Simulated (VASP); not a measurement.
# MoP (P-6m2) in VASP: notebook

One crystal, MoP, is run at these levels: PBE; tasks: relaxation of cell and atoms, relaxation of shape and atoms at fixed volume.

Everything below comes from runs of VASP 6.6.1. Logs are shortened: lines on timing, memory, paths and dates and some standing lists are left out, and cuts for length are marked.

## Step 1: The crystal as given

Symmetry: P-6m2, No. 187, hexagonal system. Conventional cell: a = 3.223 Å, b = 3.223 Å, c = 3.191 Å, α = 90.00°, β = 90.00°, γ = 120.00°. Mo (site symmetry -6m2) is surrounded by 6 P at 2.45 Å. Around P (site symmetry -6m2) lie 6 Mo at 2.45 Å.

## Step 2: Relaxation of cell and atoms, PBE

File INCAR:

```
SYSTEM = MoP
PREC     = Accurate       ! precision mode
ENCUT    = 520            ! plane-wave cutoff, eV
EDIFF    = 1E-7           ! SCF threshold, eV
ISMEAR   = 0              ! smearing method
SIGMA    = 0.1            ! smearing width, eV
LREAL    = .False.        ! projectors in reciprocal space
LASPH    = .True.         ! aspherical terms in the spheres
NELM     = 60             ! most SCF steps
ALGO     = Normal         ! electronic algorithm
ISIF     = 3              ! what is computed and relaxed
LWAVE    = .False.        ! write WAVECAR
LCHARG   = .False.        ! write CHGCAR
GGA      = PE             ! functional
IBRION   = 2              ! ionic algorithm
NSW      = 80             ! ionic steps
EDIFFG   = -0.002         ! ionic threshold
```

File KPOINTS:

```
Automatic mesh
0
Gamma
  3 3 4
  0 0 0
```

File POSCAR:

```
MoP
1.0
    3.2230000000      0.0000000000      0.0000000000
   -1.6115000000      2.7911998800      0.0000000000
    0.0000000000      0.0000000000      3.1910000000
Mo P
1 1
Direct
    0.0000000000      0.0000000000      0.0000000000
    0.3333333300      0.6666666700      0.5000000000
```

Potentials or basis: VASP PAW PBE potentials, release 64 (Mo_sv, P).

Started as:

```console
cat potpaw_PBE.64/Mo_sv/POTCAR potpaw_PBE.64/P/POTCAR > POTCAR
mpirun -np 1 vasp_std > vasp.out
```

OUTCAR:

```text
SYSTEM = MoP
   PREC = Accurate
   ENCUT = 520
   EDIFF = 1E-7
   ISMEAR = 0
   LREAL = .False.
   LASPH = .True.
   NELM = 60
   ISIF = 3
   GGA = PE
   IBRION = 2
   NSW = 80
   EDIFFG = -0.002

 ion  position               nearest neighbor table
   1  0.000  0.000  0.000-   2 2.45   2 2.45   2 2.45   2 2.45   2 2.45   2 2.45
   2  0.333  0.667  0.500-   1 2.45   1 2.45   1 2.45   1 2.45   1 2.45   1 2.45

  LATTYP: Found a hexagonal cell.
 ALAT       =     3.2230000000
 C/A-ratio  =     0.9900713621

  Lattice vectors:

 A1 = (   3.2230000000,   0.0000000000,   0.0000000000)
 A2 = (  -1.6115000000,   2.7911998800,   0.0000000000)
 A3 = (   0.0000000000,   0.0000000000,   3.1910000000)

Analysis of symmetry for initial positions (statically):
=====================================================================
 Subroutine PRICEL returns:
 Original cell was already a primitive cell.

 Routine SETGRP: Setting up the symmetry group for a
 hexagonal supercell.

 Subroutine GETGRP returns: Found 12 space group operations
 (whereof 12 operations were pure point group operations)
 out of a pool of 24 trial point group operations.

The static configuration has the point symmetry D_3h.

Analysis of symmetry for dynamics (positions and initial velocities):
=====================================================================
 Subroutine PRICEL returns:
 Original cell was already a primitive cell.

 Routine SETGRP: Setting up the symmetry group for a
 hexagonal supercell.

 Subroutine GETGRP returns: Found 12 space group operations
 (whereof 12 operations were pure point group operations)
 out of a pool of 24 trial point group operations.

The dynamic configuration has the point symmetry D_3h.

 Subroutine INISYM returns: Found 12 space group operations
 (whereof 12 operations are pure point group operations),
 and found     1 'primitive' translations

----------------------------------------------------------------------------------------

                                     Primitive cell

  volume of cell :      28.7064

  direct lattice vectors                    reciprocal lattice vectors
     3.223000000  0.000000000  0.000000000     0.310269935  0.179134430  0.000000000
    -1.611500000  2.791199880  0.000000000     0.000000000  0.358268860  0.000000000
     0.000000000  0.000000000  3.191000000     0.000000000  0.000000000  0.313381385

  length of vectors
     3.223000000  3.223000003  3.191000000     0.358268861  0.358268860  0.313381385

  position of ions in fractional coordinates (direct lattice)
     0.000000000  0.000000000  0.000000000
     0.333333330  0.666666670  0.500000000

  ion indices of the primitive-cell ions
   primitive index   ion index
                 1           1
                 2           2

----------------------------------------------------------------------------------------

 KPOINTS: Automatic mesh

Automatic generation of k-mesh.
 Grid dimensions read from file:
 generate k-points for:    3    3    4

 Generating k-lattice:

  Cartesian coordinates                     Fractional coordinates (reciprocal lattice)
     0.103423312  0.059711477  0.000000000     0.333333333  0.000000000  0.000000000
     0.000000000  0.119422953  0.000000000     0.000000000  0.333333333  0.000000000
     0.000000000  0.000000000  0.078345346     0.000000000  0.000000000  0.250000000

  Length of vectors
     0.119422954  0.119422953  0.078345346

  Shift w.r.t. Gamma in fractional coordinates (k-lattice)
     0.000000000  0.000000000  0.000000000

 Subroutine IBZKPT returns following result:
 ===========================================

 Found      9 irreducible k-points:

 Following reciprocal coordinates:
            Coordinates               Weight
  0.000000  0.000000  0.000000      1.000000
  0.333333 -0.000000  0.000000      6.000000
  0.333333  0.333333  0.000000      2.000000
  0.000000  0.000000  0.250000      2.000000
  0.333333 -0.000000  0.250000     12.000000
  0.333333  0.333333  0.250000      4.000000
  0.000000  0.000000  0.500000      1.000000
  0.333333 -0.000000  0.500000      6.000000
  0.333333  0.333333  0.500000      2.000000
   k-points           NKPTS =      9   k-points in BZ     NKDIM =      9   number of bands    NBANDS=     13
   number of dos      NEDOS =    301   number of ions     NIONS =      2
   total plane-waves  NPLWV =  13824
   dimension x,y,z NGX =    24 NGY =   24 NGZ =   24
   dimension x,y,z NGXF=    48 NGYF=   48 NGZF=   48
   ions per type =               1   1
   NGX,Y,Z   is equivalent  to a cutoff of  12.38, 12.38, 12.50 a.u.
   NGXF,Y,Z  is equivalent  to a cutoff of  24.76, 24.76, 25.01 a.u.
 SYSTEM =  MoP
   PREC   = accura    normal or accurate (medium, high low for compatibility)
   ISTART =      0    job   : 0-new  1-cont  2-samecut
   ICHARG =      2    charge: 1-file 2-atom 10-const
   ISPIN  =      1    spin polarized calculation?
   LNONCOLLINEAR =      F non collinear calculations
   LSORBIT =      F    spin-orbit coupling
   LASPH  =      T    aspherical Exc in radial PAW
   ENCUT  =  520.0 eV  38.22 Ry    6.18 a.u.   5.99  5.99  5.93*2*pi/ulx,y,z
   NELM   =     60;   NELMIN=  2; NELMDL= -5     # of ELM steps
   EDIFF  = 0.1E-06   stopping-criterion for ELM
   LREAL  =      F    real-space projection
   EDIFFG = -.2E-02   stopping-criterion for IOM
   NSW    =     80    number of steps for IOM
   IBRION =      2    ionic relax: 0-MD 1-quasi-New 2-CG
   NFREE  =      1    steps in history (QN), initial steepest desc. (CG)
   ISIF   =      3    stress and relaxation
   ISYM   =      2    0-nonsym 1-usesym 2-fastsym
   POTIM  = 0.5000    time-step for ionic-motion
   TEBEG  =    0.0;   TEEND  =   0.0 temperature during run
   PSTRESS=    0.0 pullay stress
   NELECT =      19.0000    total number of electrons
   NUPDOWN=      -1.0000    fix difference up-down
   EMIN   =  10.00;   EMAX   =-10.00  energy-range for DOS
   EFERMI =   0.00;   METHOD = LEGACY
   ISMEAR =     0;   SIGMA  =   0.10  broadening in eV -4-tet -1-fermi 0-gaus
   EFERMI_NEDOS =   21; number of points for ismear=-14 and -15
   IALGO  =     38    algorithm
   IMIX   =      4    mixing-type and parameters
     AMIX     =   0.40;   BMIX     =  1.00
     AMIX_MAG =   1.60;   BMIX_MAG =  1.00
  volume/ion in A,a.u.               =      14.35        96.86
  Fermi-wavevector in a.u.,A,eV,Ry     =   1.426702  2.696076 27.694378  2.035479
  Thomas-Fermi vector in A             =   2.546951
   LORBIT       =      0    0 simple, 1 ext, 2 COOP (PROOUT), +10 PAW based schemes
   GGA     = PE    functional components
   LHFCALC =     F    Hartree Fock is set to
   AEXX    =    0.0000 exact exchange contribution
   IVDW    =     0    specifies the selected vdW correction
   LEPSILON=     F    determine dielectric tensor
   LRPA    =     F    only Hartree local field effects (RPA)
 conjugate gradient relaxation of ions
 non-spin polarized calculation
 Gauss-broadening in eV      SIGMA  =   0.10
  energy-cutoff  :      520.00
  volume of cell :       28.71
 maximum number of plane-waves:       786
 NGX is ok and might be reduce to    24
   NGX = 11   NGY = 11   NGZ = 11

--------------------------------------- Ionic step        1  -------------------------------------------

 number of electron      18.9999999 magnetization

 Free energy of the ion-electron system (eV)
  ---------------------------------------------------
  ext. energy  EPLUGINS =         0.00000000
  ---------------------------------------------------
  free energy    TOTEN  =       -17.32529896 eV

  energy without entropy =      -17.30551372  energy(sigma->0) =      -17.31540634

------------------------ aborting loop because EDIFF is reached ----------------------------------------

  FORCE on cell =-STRESS in cart. coord.  units (eV):
  Direction    XX          YY          ZZ          XY          YZ          ZX
  --------------------------------------------------------------------------------------
  -------------------------------------------------------------------------------------
  Total        1.0676629      1.0676629      1.6117759      0.0000000      0.0000000      0.0000000
  in kB       59.5890828     59.5890830     89.9574601      0.0000000      0.0000000      0.0000000
  external PRESSURE =      69.7118753 kB  Pullay stress =       0.0000000 kB

 VOLUME and BASIS-vectors are now :
 -----------------------------------------------------------------------------
  energy-cutoff  :      520.00
  volume of cell :       28.71
      direct lattice vectors                 reciprocal lattice vectors
     3.223000000  0.000000000  0.000000000     0.310269935  0.179134430  0.000000000
    -1.611500000  2.791199880  0.000000000     0.000000000  0.358268860  0.000000000
     0.000000000  0.000000000  3.191000000     0.000000000  0.000000000  0.313381385
[... 253 lines left out ...]
 POSITION                                       TOTAL-FORCE (eV/Angst)
 -----------------------------------------------------------------------------------
      0.00000     -0.00000      3.23101        -0.000000      0.000000      0.000000
     -0.00000      1.87747      1.61550         0.000000     -0.000000     -0.000000
 -----------------------------------------------------------------------------------
    total drift:                                0.000002     -0.000001      0.000000

  FREE ENERGIE OF THE ION-ELECTRON SYSTEM (eV)
  ---------------------------------------------------
  free  energy   TOTEN  =       -17.3440376426 eV

  energy  without entropy=      -17.3245117608  energy(sigma->0) =      -17.33427470

--------------------------------------- Ionic step        9  -------------------------------------------

 number of electron      19.0000001 magnetization

 Free energy of the ion-electron system (eV)
  ---------------------------------------------------
  ext. energy  EPLUGINS =         0.00000000
  ---------------------------------------------------
  free energy    TOTEN  =       -17.34405345 eV

  energy without entropy =      -17.32452050  energy(sigma->0) =      -17.33428697

 E-fermi :  11.5070     XC(G=0): -12.4414

 val. band max:       11.4010401391   @ k =   0.3333   0.3333   0.0000
 cond. band min:      11.5198547347   @ k =   0.3333  -0.0000   0.2500
 fundamental gap:      0.1188145956
 Fermi energy:        11.5069945055

 k-point     1 :       0.0000    0.0000    0.0000
  band No.  band energies     occupation
      1     -49.7243      2.00000
      2     -23.8431      2.00000
      3     -23.6886      2.00000
      4     -23.6886      2.00000
      5      -2.2205      2.00000
      6       7.4875      2.00000
      7       8.2975      2.00000
      8       8.2975      2.00000
      9      10.7270      2.00000
     10      11.7561      0.00043
     11      11.7561      0.00043
     12      15.4966      0.00000
     13      15.4966      0.00000

 k-point     2 :       0.3333   -0.0000    0.0000
  band No.  band energies     occupation
      1     -49.7027      2.00000
      2     -23.9209      2.00000
      3     -23.8117      2.00000
      4     -23.7425      2.00000
      5      -0.5392      2.00000
      6       5.3925      2.00000
      7       8.0638      2.00000
      8       8.2398      2.00000
      9       9.6596      2.00000
     10      11.2418      1.99982
     11      13.0467      0.00000
[... 134 lines left out ...]
 POSITION                                       TOTAL-FORCE (eV/Angst)
 -----------------------------------------------------------------------------------
      0.00000      0.00000      0.00000         0.000000     -0.000000      0.000000
     -0.00000      1.87702      1.61489        -0.000000      0.000000      0.000000
 -----------------------------------------------------------------------------------
    total drift:                                0.000002     -0.000001      0.000000

  FREE ENERGIE OF THE ION-ELECTRON SYSTEM (eV)
  ---------------------------------------------------
  free  energy   TOTEN  =       -17.3440534475 eV

  energy  without entropy=      -17.3245204984  energy(sigma->0) =      -17.33428697

 reached required accuracy - stopping structural energy minimisation
```

Wall time 12 s (1 thread of Intel Xeon 6975P-C (Granite Rapids), shared host); peak memory 0.14 GiB.

Results:

```yaml
Free_energy: -17.3441 eV
Relaxed_volume: 14.78 Å³/atom
Relaxed_cell: a = 3.251 Å, b = 3.251 Å, c = 3.230 Å, α = 90.00°, β = 90.00°, γ = 120.00°
Space_group_after_relaxing_to_0.05_Å: P-6m2 (No. 187)
Energy_gained_by_relaxing: 9.4 meV/atom
Ionic_steps: 9
Pressure_after_relaxing: 0.0 GPa
Band_gap_on_the_k_mesh: none (metal or under the smearing width)
```

Step by step:
```tsv
step	energy change (eV)	largest force (eV/Å)	pressure (GPa)	volume (Å³)
1	0.0000	0.0000	6.97	28.71
2	0.0542	0.0000	-11.59	31.38
3	-0.0187	0.0000	-0.11	29.58
4	-0.0187	0.0000	0.02	29.56
5	-0.0187	0.0000	0.15	29.54
6	-0.0187	0.0000	0.11	29.55
7	-0.0187	0.0000	0.12	29.55
8	-0.0187	0.0000	-0.18	29.59
9	-0.0188	0.0000	0.01	29.56
```

Final structure:
```cif
data_structure
_symmetry_space_group_name_H-M 'P 1'
_symmetry_Int_Tables_number 1
_cell_length_a 3.2511
_cell_length_b 3.2511
_cell_length_c 3.2298
_cell_angle_alpha 90.000
_cell_angle_beta 90.000
_cell_angle_gamma 120.000
_cell_volume 29.56
loop_
_atom_site_label
_atom_site_type_symbol
_atom_site_fract_x
_atom_site_fract_y
_atom_site_fract_z
_atom_site_occupancy
Mo1 Mo 0.00000 0.00000 0.00000 1
P1 P 0.33333 0.66667 0.50000 1
```

Caveat: the k mesh is coarse (spacing up to 0.75 Å⁻¹), so the values aren't converged. PBE usually gives volumes a little too large and moduli too small.

## Step 3: Relaxation of cell and atoms, PBE

This run uses another cell than the first one, of 14.78 Å³/atom, 1.030 times its volume.

INCAR is that of step 2.

KPOINTS is that of step 2.

File POSCAR:

```
MoP                                     
1.0
    3.2510877330      0.0000000000      0.0000000000
   -1.6255438665      2.8155245704      0.0000000000
    0.0000000000     -0.0000000000      3.2297716902
  Mo              P             
     1     1
Direct
     0.0000000000000000    0.0000000000000000    0.0000000000000000
     0.3333333300000021    0.6666666699999979    0.5000000000000000
```

Potentials or basis: VASP PAW PBE potentials, release 64 (Mo_sv, P).

Started as:

```console
cat potpaw_PBE.64/Mo_sv/POTCAR potpaw_PBE.64/P/POTCAR > POTCAR
mpirun -np 1 vasp_std > vasp.out
```

It took 2.3 s on 1 thread of Intel Xeon 6975P-C (Granite Rapids), shared host; peak memory 0.13 GiB.

Results (log left out):

| Quantity | Value |
| --- | --- |
| Free energy | -17.3444 eV |
| Pressure after relaxing | 0.0 GPa |
| Band gap on the k mesh | none (metal or under the smearing width) |

Final structure:
```
CELL_PARAMETERS angstrom
3.25109 0.00000 0.00000
-1.62554 2.81552 0.00000
0.00000 0.00000 3.22977
ATOMIC_POSITIONS crystal
Mo 0.00000 0.00000 0.00000
P 0.33333 0.66667 0.50000
```

Levels at points of the mesh, in eV from the Fermi level:
```
           k point  band 7  band 8  band 9  band 10  band 11  band 12
(0.00, 0.00, 0.00)   -3.21   -3.21   -0.78     0.25     0.25     3.99
(0.00, 0.00, 0.50)   -2.61   -2.61   -1.64    -1.64     1.22     2.89
```

Caveat: the k mesh is coarse (spacing up to 0.74 Å⁻¹), so the values aren't converged; the relaxation stopped at its first step, so nothing moved.

## Step 4: Relaxation of shape and atoms at fixed volume, PBE

This run uses another cell than the first one, of 14.78 Å³/atom, 1.030 times its volume.

Edit INCAR of step 3 so:

```diff
@@ -10,3 +10,3 @@
 ALGO     = Normal         ! electronic algorithm
-ISIF     = 3              ! what is computed and relaxed
+ISIF     = 4              ! what is computed and relaxed
 LWAVE    = .False.        ! write WAVECAR
```

KPOINTS is that of step 3.

Edit POSCAR of step 3 so:

```diff
@@ -4,3 +4,3 @@
    -1.6255438665      2.8155245704      0.0000000000
-    0.0000000000     -0.0000000000      3.2297716902
+    0.0000000000      0.0000000000      3.2297716902
   Mo              P
```

Started as:

```console
cat potpaw_PBE.64/Mo_sv/POTCAR potpaw_PBE.64/P/POTCAR > POTCAR
mpirun -np 1 vasp_std > vasp.out
```

Wall time 2.6 s (1 thread of Intel Xeon 6975P-C (Granite Rapids), shared host); peak memory 0.13 GiB.

It converged, with:

- Free energy: -17.3444 eV
- Pressure after relaxing: 0.0 GPa
- Band gap on the k mesh: none (metal or under the smearing width)

Final structure:
```
CELL_PARAMETERS angstrom
3.25109 0.00000 0.00000
-1.62554 2.81552 0.00000
0.00000 0.00000 3.22977
ATOMIC_POSITIONS crystal
Mo 0.00000 0.00000 0.00000
P 0.33333 0.66667 0.50000
```

Levels at points of the mesh, in eV from the Fermi level:
```
           k point  band 5  band 6  band 7  band 8  band 9  band 10  band 11  band 12  band 13
(0.00, 0.00, 0.00)  -13.73   -4.02   -3.21   -3.21   -0.78     0.25     0.25     3.99     3.99
(0.00, 0.00, 0.50)  -11.40   -7.70   -2.61   -2.61   -1.64    -1.64     1.22     2.89     2.89
```

Caveat: the k mesh is coarse (spacing up to 0.74 Å⁻¹), so the values aren't converged; the relaxation stopped at its first step, so nothing moved.

## Step 5: Relaxation of shape and atoms at fixed volume, PBE (a relaxed cell with its volume scaled by 0.97)

INCAR is that of step 4.

KPOINTS is that of step 4.

File POSCAR:

```
MoP                                     
1.0
    3.2182462176      0.0000000000      0.0000000000
   -1.6091231088      2.7870829837      0.0000000000
    0.0000000000      0.0000000000      3.1971455031
  Mo              P             
     1     1
Direct
     0.0000000000000000    0.0000000000000000    0.0000000000000000
     0.3333333300000021    0.6666666699999979    0.5000000000000000
```

Started as:

```console
cat potpaw_PBE.64/Mo_sv/POTCAR potpaw_PBE.64/P/POTCAR > POTCAR
mpirun -np 1 vasp_std > vasp.out
```

It took 4.5 s on 1 thread of Intel Xeon 6975P-C (Granite Rapids), shared host; peak memory 0.14 GiB.

The run converged. Its results:

```
Free energy               : -17.3255 eV
Energy gained by relaxing : 0.3 meV/atom
Ionic steps               : 3
Pressure after relaxing   : 6.9 GPa
Band gap on the k mesh    : none (metal or under the smearing width)
```

The path:
```
step  energy change (eV)  largest force (eV/Å)  pressure (GPa)  volume (Å³)
   1              0.0000                0.0000            7.09        28.68
   2             -0.0003                0.0000            6.78        28.68
   3             -0.0005                0.0000            6.90        28.68
```

Final structure:
```
Mo P
1.0
     3.21314    0.00000    0.00000
    -1.60657    2.78266    0.00000
     0.00000    0.00000    3.20731
Mo P
1 1
Direct
  0.00000 0.00000 0.00000
  0.33333 0.66667 0.50000
```

Levels at points of the mesh, in eV from the Fermi level:
```tsv
k point	band 6	band 7	band 8	band 9	band 10	band 11	band 12	band 13
(0.00, 0.00, 0.00)	-4.22	-3.30	-3.30	-0.82	0.25	0.25	4.12	4.12
(0.00, 0.00, 0.50)	-7.89	-2.68	-2.68	-1.73	-1.73	1.22	2.96	2.96
```

Caveat: the k mesh is coarse (spacing up to 0.75 Å⁻¹), so the values aren't converged.

## Step 6: The runs side by side

```tsv
task	cell	gap on the mesh (eV)	pressure (GPa)
relaxation of cell and atoms	relaxed	none	0.0
relaxation of shape and atoms at fixed volume	relaxed at fixed volume	none	0.0
relaxation of shape and atoms at fixed volume	relaxed at fixed volume from: a relaxed cell with its volume scaled by 0.97	none	6.9
```

Alike in all rows: level PBE; potentials or basis VASP PAW PBE potentials, release 64 (Mo_sv, P); no spin polarisation; k mesh 3 × 3 × 4; cutoff (eV) 520; smearing gaussian 0.1 eV; the mesh is coarse, so values aren't converged.

Caveats: all runs use coarse meshes; the relaxation stopped at its first step, so nothing moved (some runs).

Absolute energies hang on the potentials; compare differences alone.
